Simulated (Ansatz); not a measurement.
# Al3GaN4: the cost of one run

Method: DFT PBEsol, scalar-relativistic, plane waves, PAW, in Ansatz 0.2.0.

## (1) The system as given

Symmetry: P-43m, No. 215, cubic system. The conventional cell has a = 4.401 Å, b = 4.401 Å, c = 4.401 Å, α = 90.00°, β = 90.00°, γ = 90.00°. Around Al (site symmetry -42m) lie 4 N at 1.89 Å. Ga (site symmetry -43m) is surrounded by 4 N at 1.95 Å. Around N (site symmetry 3m) lie 3 Al at 1.89 Å and 1 Ga at 1.95 Å.

Structure file:

```
CELL_PARAMETERS angstrom
4.40144 0.00000 0.00000
0.00000 4.40144 0.00000
0.00000 0.00000 4.40144
ATOMIC_POSITIONS crystal
Al 0.50000 0.50000 0.00000
Al 0.50000 0.00000 0.50000
Al 0.00000 0.50000 0.50000
Ga 0.00000 0.00000 0.00000
N 0.74416 0.74416 0.25584
N 0.74416 0.25584 0.74416
N 0.25584 0.74416 0.74416
N 0.25584 0.25584 0.25584
```

The structure comes from the Materials Project (structure only).

## (2) Probe: one point at the start

input.yaml reads:

```yaml
crystal:
  lattice:
    - [4.40143853, 0.0, 0.0]
    - [0.0, 4.40143853, 0.0]
    - [0.0, 0.0, 4.40143853]
  atoms:
    - { symbol: Al, position: [0.5, 0.5, 0.0] }
    - { symbol: Al, position: [0.5, 0.0, 0.5] }
    - { symbol: Al, position: [0.0, 0.5, 0.5] }
    - { symbol: Ga, position: [0.0, 0.0, 0.0] }
    - { symbol: "N", position: [0.74416343, 0.74416343, 0.25583657] }
    - { symbol: "N", position: [0.74416343, 0.25583657, 0.74416343] }
    - { symbol: "N", position: [0.25583657, 0.74416343, 0.74416343] }
    - { symbol: "N", position: [0.25583657, 0.25583657, 0.25583657] }
basis:
  ecutwfc: 420
kpoints:
  mp_grid: { grid: [4, 4, 4] }
hamiltonian:
  xc: pbesol
scf:
  occupations: { method: gaussian, width: 0.1 }
output:
  forces: true
  stress: true
  eigenvalues: true
```

Launch:

```sh
ansatz run input.yaml --threads 2 --pin off --max-ram 5120MiB --backend cpu --events-out ev --progress --plain --runs-dir out
```

What time and memory should one allow on 2 threads of Intel Xeon Platinum 8375C at 2.90GHz (Ice Lake), shared host?

About 1.4 s, with a peak of 0.36 GiB.
